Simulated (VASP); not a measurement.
# TePb in VASP 6.6.1, single-point calculation

INCAR

```
SIGMA = 0.3
NELM = 120
LWAVE = .FALSE.
NBANDS = 17
LASPH = .TRUE.
ENCUT = 250
ISMEAR = 0
LCHARG = .FALSE.
ISIF = 2
GGA = PE
EDIFF = 1E-7
PREC = Accurate
LREAL = .FALSE.
NSW = 0
ALGO = Normal
IBRION = -1
```

KPOINTS

```
KPOINTS created by Atomic Simulation Environment
0
Gamma
8 8 8
0 0 0
```

POSCAR

```
Pb Te
 1.0000000000000000
     0.0000000000000000    3.2351584803000000    3.2712309490000000
     3.2351584803000000    0.0000000000000000    3.2712309490000000
     3.2351584803000000    3.2351584803000000    0.0000000000000000
 Pb  Te
   1   1
Cartesian
  0.0000000000000000  0.0000000000000000  0.0000000000000000
  3.2351584803000000  3.2351584803000000  3.2712309490000009
```

The recommended PBE PAW datasets give the neutral cell 20 valence electrons.

Command

```
mpirun -np 1 vasp_std
```

OSZICAR

```
N       E                     dE             d eps       ncg     rms          rms(c)
DAV:   1     0.116426015430E+03    0.11643E+03   -0.62925E+03  2062   0.633E+02
DAV:   2    -0.146595588406E+01   -0.11789E+03   -0.11535E+03  2343   0.228E+02
DAV:   3    -0.753141196073E+01   -0.60655E+01   -0.60500E+01  2443   0.563E+01
DAV:   4    -0.763497908661E+01   -0.10357E+00   -0.10355E+00  2766   0.892E+00
DAV:   5    -0.763716795419E+01   -0.21889E-02   -0.21888E-02  2563   0.980E-01    0.327E+00
DAV:   6    -0.751052282999E+01    0.12665E+00   -0.27334E-01  2918   0.309E+00    0.199E+00
DAV:   7    -0.750613087708E+01    0.43920E-02   -0.84606E-02  2378   0.128E+00    0.915E-01
DAV:   8    -0.750806913547E+01   -0.19383E-02   -0.10249E-02  2349   0.935E-01    0.163E-01
DAV:   9    -0.750787339114E+01    0.19574E-03   -0.14593E-03  2844   0.376E-01    0.762E-02
DAV:  10    -0.750791624625E+01   -0.42855E-04   -0.16998E-04  2341   0.855E-02    0.180E-02
DAV:  11    -0.750792190667E+01   -0.56604E-05   -0.53153E-05  2721   0.565E-02    0.188E-02
DAV:  12    -0.750792093345E+01    0.97322E-06   -0.42571E-06  2226   0.951E-03    0.136E-02
DAV:  13    -0.750791990627E+01    0.10272E-05   -0.13269E-06  2524   0.798E-03    0.378E-03
DAV:  14    -0.750792001390E+01   -0.10763E-06   -0.77963E-07  2598   0.578E-03    0.146E-03
DAV:  15    -0.750792005455E+01   -0.40652E-07   -0.79411E-08  1459   0.164E-03
   1 F= -.75079201E+01 E0= -.75075027E+01  d E =-.834676E-03
```

Standard output (part)

```
POSCAR found type information on POSCAR PbTe
 POSCAR found :  2 types and       2 ions
 LDA part: xc-table for (Slater+PW92), standard interpolation
 POSCAR, INCAR and KPOINTS ok, starting setup
 WAVECAR not read
 entering main loop
```

From OUTCAR

```
k-points           NKPTS =     59   k-points in BZ     NKDIM =     59   number of bands    NBANDS=     17

   NELECT =      20.0000    total number of electrons

   dimension x,y,z NGX =    24 NGY =   24 NGZ =   24
   dimension x,y,z NGXF=    48 NGYF=   48 NGZF=   48

  energy-cutoff  :      250.00
  volume of cell :       68.48
      direct lattice vectors                 reciprocal lattice vectors
     0.000000000  3.235158480  3.271230949    -0.154551934  0.154551934  0.152847661
     3.235158480  0.000000000  3.271230949     0.154551934 -0.154551934  0.152847661
     3.235158480  3.235158480  0.000000000     0.154551934  0.154551934 -0.152847661

 k-points in reciprocal lattice and weights: KPOINTS created by Atomic Simulation Env
   0.00000000  0.00000000  0.00000000       0.002
   0.12500000  0.00000000  0.00000000       0.016
   0.25000000  0.00000000  0.00000000       0.016
   0.37500000  0.00000000  0.00000000       0.016
   0.50000000  0.00000000  0.00000000       0.008
   0.12500000  0.12500000  0.00000000       0.004
   0.25000000  0.12500000  0.00000000       0.016
   0.37500000  0.12500000  0.00000000       0.016
   ...

 E-fermi :   5.8490

 k-point     1 :       0.0000    0.0000    0.0000
  band No.  band energies     occupation
      1     -11.2435      2.00000
      2     -11.2385      2.00000
      3     -11.2340      2.00000
      4     -11.2340      2.00000
      5     -11.2306      2.00000
      6      -6.4641      2.00000
      7      -0.2031      2.00000
      8       4.1070      2.00000
      9       4.1070      2.00000
     10       4.2145      2.00000
     11       9.3281      0.00000
     12       9.5763      0.00000
     13       9.5763      0.00000
     14      11.2237      0.00000
     15      11.2894      0.00000
     16      11.2894      0.00000
     17      12.8563      0.00000

 k-point     2 :       0.1250    0.0000    0.0000
  band No.  band energies     occupation
      1     -11.2450      2.00000
      2     -11.2404      2.00000
      3     -11.2332      2.00000
      4     -11.2318      2.00000
      5     -11.2288      2.00000
      6      -6.3329      2.00000
      7      -0.6181      2.00000
      8       4.1521      2.00000
      9       4.2042      2.00000
     10       4.3782      2.00000
     11       8.6678      0.00000
     12       8.9012      0.00000
     13       8.9822      0.00000
     14      11.1131      0.00000
     15      11.5409      0.00000
     16      11.5736      0.00000
     17      13.8138      0.00000

 k-point     3 :       0.2500    0.0000    0.0000
  band No.  band energies     occupation
      1     -11.2495      2.00000
      2     -11.2459      2.00000
      3     -11.2320      2.00000
      4     -11.2259      2.00000
      5     -11.2233      2.00000
      6      -5.9560      2.00000
      7      -1.5587      2.00000
      8       4.2889      2.00000
      9       4.3188      2.00000
     10       4.7968      2.00000
     11       7.5424      0.00000
     12       7.8703      0.00000
     13       7.9531      0.00000
     14      11.4207      0.00000
     15      12.3428      0.00000
     16      12.3504      0.00000
     17      15.6036      0.00000

 ...

  Total        0.7651305      0.7651305      0.2322899      0.0000000     -0.0000000      0.0000000
  in kB       17.9025036     17.9025036      5.4351132      0.0000000     -0.0000000      0.0000000
  external PRESSURE =      13.7467068 kB  Pullay stress =       0.0000000 kB

 POSITION                                       TOTAL-FORCE (eV/Angst)
 -----------------------------------------------------------------------------------
      0.00000      0.00000      0.00000        -0.000000      0.000000      0.000000
      3.23516      3.23516      3.27123         0.000000     -0.000000      0.000000
 -----------------------------------------------------------------------------------
    total drift:                                0.000000     -0.000000     -0.000000

  FREE ENERGIE OF THE ION-ELECTRON SYSTEM (eV)
  ---------------------------------------------------
  free  energy   TOTEN  =        -7.5079200546 eV

  energy  without entropy=       -7.5070853781  energy(sigma->0) =       -7.50750272
```

It converged. Results: gap between bands v and c on the k mesh 0.76 eV; least direct gap on the k mesh 0.76 eV; pressure 1.4 GPa. Band v is the last that the valence electrons fill when counted band by band, and c is the next.

For comparison, a separate PBE run of the intended cell, on usual settings and not on those above, gives a gap of 0.76 eV on its mesh and a pressure of 1.4 GPa.

The run above took about 20 s on one core of a shared host (Intel Xeon Platinum 8488C) and held 0.15 GiB at most.
